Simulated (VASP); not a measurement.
A run of VASP 6.6.1:

The input INCAR:

```
SYSTEM = PbSe
PREC = Accurate
ENCUT = 520
EDIFF = 1E-7
ISMEAR = 0
SIGMA = 0.03
LREAL = .FALSE.
LASPH = .TRUE.
NELM = 100
ALGO = Fast
ISIF = 2
LWAVE = .FALSE.
LCHARG = .FALSE.
GGA = PE
IVDW = 12
NBANDS = 17
```

Contents of KPOINTS:

```
Automatic mesh
0
G
  10 10 10
  0 0 0
```

The input POSCAR:

```
PbSe
1.0
    0.0000000000      2.9396640000      3.0621500000
    2.9396640000      0.0000000000      3.0621500000
    2.9396640000      2.9396640000      0.0000000000
Pb Se
1 1
Direct
    0.0000000000      0.0000000000      0.0000000000
    0.5000000000      0.5000000000      0.5000000000
```

Potentials or basis: VASP PAW PBE potentials, release 64 (Pb_d, Se).

Command:

```bash
$ cat potpaw_PBE.64/Pb_d/POTCAR potpaw_PBE.64/Se/POTCAR > POTCAR
$ mpirun -np 1 vasp_std > vasp.out
```

Hardware: 1 thread of Intel(R) Xeon(R) 6975P-C (Granite Rapids), on a shared host.

Problem. Estimate the wall time of this run.

Solution. It took 40 s on 1 thread of Intel(R) Xeon(R) 6975P-C (Granite Rapids), on a shared host, peak memory 0.25 GiB. Counts: scf iterations 15, k points 102.
